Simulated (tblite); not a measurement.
# How the settings of tblite move a run on AgBr

Simulated with tblite 0.8.0. This is a test of settings. The cell began as a measured structure and was relaxed with r2SCAN in plane waves (Ansatz 0.2.0). All runs are without spin polarisation.

Space group Fm-3m (No. 225), cubic; conventional cell a = 5.786 Å, 24.21 Å³ an atom. Ag is surrounded by 6 Br at 2.89 Å; Br is surrounded by 6 Ag at 2.89 Å.

The base run uses GFN2-xTB on a cluster of 64 atoms.

```python
import json
from ase import Atoms
from ase.build import make_supercell
from ase.units import Bohr, GPa, Hartree
from tblite.interface import Calculator

atoms = Atoms(['Ag', 'Br'],
              cell=[[0.0, 2.8927623, 2.8927623], [2.8927623, 0.0, 2.8927623], [2.8927623, 2.8927623, 0.0]],
              scaled_positions=[[0.0, 0.0, 0.0], [0.5, 0.5, 0.5]],
              pbc=True)
cluster = make_supercell(atoms, [[-2, 2, 2], [2, -2, 2], [2, 2, -2]])
calc = Calculator('GFN2-xTB', cluster.numbers, cluster.positions / Bohr, lattice=cluster.cell[:] / Bohr, periodic=cluster.pbc)
calc.set('temperature', 0.02 / Hartree)
calc.set('max-iter', 150)
res = calc.singlepoint()
levels = res.get('orbital-energies') * Hartree
nv = round(res.get('orbital-occupations').sum() / 2)
cells = len(cluster) // len(atoms)
out = {'energy_per_cell': res.get('energy') * Hartree / cells, 'homo': levels[nv - 1], 'lumo': levels[nv],
       'stress': (-res.get('virial') * Hartree / cluster.get_volume() / GPa).tolist(), 'charges': res.get('charges')[:len(atoms)].tolist(), 'electrons': 2 * nv / cells}
json.dump(out, open('results.json', 'w'))
for key, value in out.items():
    print(key, value)
```

Command: `python run.py`. It took 4.2 s on 1 thread of Arm Neoverse V2 (shared host), peak memory 0.14 GiB.

It converged with a gap of 3.71 eV and a pressure of -0.27 GPa (positive in compression). xTB was fitted to molecules, so gaps, charges and pressures of solids can be far off.

Each further run moved one setting: mixer-damping (damping of the charge mixer); accuracy (scale of the thresholds); temperature (electronic temperature in eV); cluster (size of the cluster in conventional cells). Changes are from the base run, which isn't itself converged in every setting; energies of another Hamiltonian, functional, basis or charge aren't compared, and those at a high electronic temperature are mostly its entropy term.

| setting | how it ended | gap change (eV) | energy change (meV/atom) | pressure change (GPa) | time (s) |
| --- | --- | --- | --- | --- | --- |
| mixer-damping = 0.1 | converged | 0.00 | 0.0 | 0.00 | 4.4 |
| accuracy = 0.01 | converged | 0.00 | 0.0 | 0.00 | 4.4 |
| temperature = 0.001 | converged | 0.00 | 0.0 | 0.00 | 4.2 |
| mixer-damping = 1.0 (poor on purpose) | converged | 0.00 | 0.0 | 0.00 | 4.2 |
| cluster = 1x1x1 (poor on purpose) | converged | 0.42 | -130.1 | -3.34 | 0.99 |

mixer-damping = 0.1 changes nothing that matters here. accuracy = 0.01 changes nothing that matters here. temperature = 0.001 changes nothing that matters here. mixer-damping = 1.0 changes nothing that matters here.

The runs are scalar-relativistic, without spin-orbit coupling.
